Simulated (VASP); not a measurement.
Set up this calculation in VASP 6.6.1, as the native input.

| Property | Result |
| --- | --- |
| Task | relaxation of shape and atoms at fixed volume |
| Functional | PBE |
| Dispersion | D3(BJ) |
| Potentials or basis | VASP PAW PBE potentials, release 64 (Te) |
| Cutoff | 600 eV |
| k mesh | 9 × 9 × 6 |
| Occupations | gaussian, width 0.03 eV |
| Spin | no spin polarisation |
| Further INCAR settings | ALGO = Normal; EDIFF = 1e-07; IBRION = 2; EDIFFG = -0.01; NSW = 40; ISIF = 4 |

The structure of Te lies in POSCAR:

```
Te                                      
1.0
    4.3955784380     -0.0000000000     -0.0000000000
   -2.1977892190      3.8066825917      0.0000000000
    0.0000000000      0.0000000000      6.0908967625
  Te            
     3
Direct
     0.2853094469543933    0.0000000000000000    0.3333333332999970
     0.0000000000000000    0.2853094469543933    0.6666666667000030
     0.7146905530456067    0.7146905530456067    0.0000000000000000
```

The cell isn't the ideal one: a relaxed cell with its volume scaled by 1.06.

The input as run:

INCAR

```
ALGO = Normal
EDIFF = 1E-7
EDIFFG = -0.01
ENCUT = 600
GGA = PE
IBRION = 2
ISIF = 4
ISMEAR = 0
IVDW = 12
LASPH = True
LCHARG = False
LREAL = False
LWAVE = False
NELM = 80
NSW = 40
PREC = Accurate
SIGMA = 0.03
```

KPOINTS

```
k-points
0
Gamma
  9 9 6
```

Potentials or basis: VASP PAW PBE potentials, release 64 (Te).

The run is started by

```bash
$ cat potpaw_PBE.64/Te/POTCAR > POTCAR
$ mpirun -np 1 vasp_std > vasp.out
```

It gave:

```
Energy gained by relaxing    : 7.4 meV/atom
Ionic steps                  : 7
Pressure after relaxing      : -1.5 GPa
Largest force after relaxing : 0.007 eV/Å
Band gap on the k mesh       : 0.14 eV, direct
Dispersion energy per atom   : -0.430 eV
```

Caveat: spin-orbit coupling is left out, which moves the levels of the heavy elements; an odd mesh through Γ misses points on the zone boundary, where band edges often lie.

Wall time 3.6 min on 1 thread of Intel(R) Xeon(R) Platinum 8488C (Sapphire Rapids) (shared host), peak memory 0.3 GiB.
